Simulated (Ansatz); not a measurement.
Space group I4/mmm (No. 139). a = 2.805 Å, b = 2.805 Å, c = 4.544 Å, α = 90.00°, β = 90.00°, γ = 90.00°
| atom | site | symmetry | x | y | z |
| --- | --- | --- | --- | --- | --- |
| Ga | 2a | 4/mmm | 0.0000 | 0.0000 | 0.0000 |

Equation of state of this Ga structure (not necessarily the ground state), with shape and atoms relaxed at each volume where symmetry leaves them free. It has no gap at any of these volumes. All numbers below come from DFT r2SCAN, scalar-relativistic, plane waves, PAW in Ansatz 0.2.0.

Cutoff 500 eV; k points 20×20×20 on the computed 1-atom cell (Γ-centred); Gaussian smearing, width 0.10 eV; no spin polarisation.

| V (Å³/atom) | E − E(largest V) (meV/atom) | P (GPa) |
| --- | --- | --- |
| 16.806 | 3.01 | 4.24 |
| 17.343 | -7.24 | 1.94 |
| 17.879 | -10.35 | 0.00 |
| 18.416 | -7.52 | -1.62 |
| 18.952 | 0.00 | -2.90 |

Fit a third-order Birch–Murnaghan equation to E(V).

V0 = 17.87 Å³/atom, B0 = 58 GPa, B0' = 5.9.

This form isn't the element's structure at ambient conditions.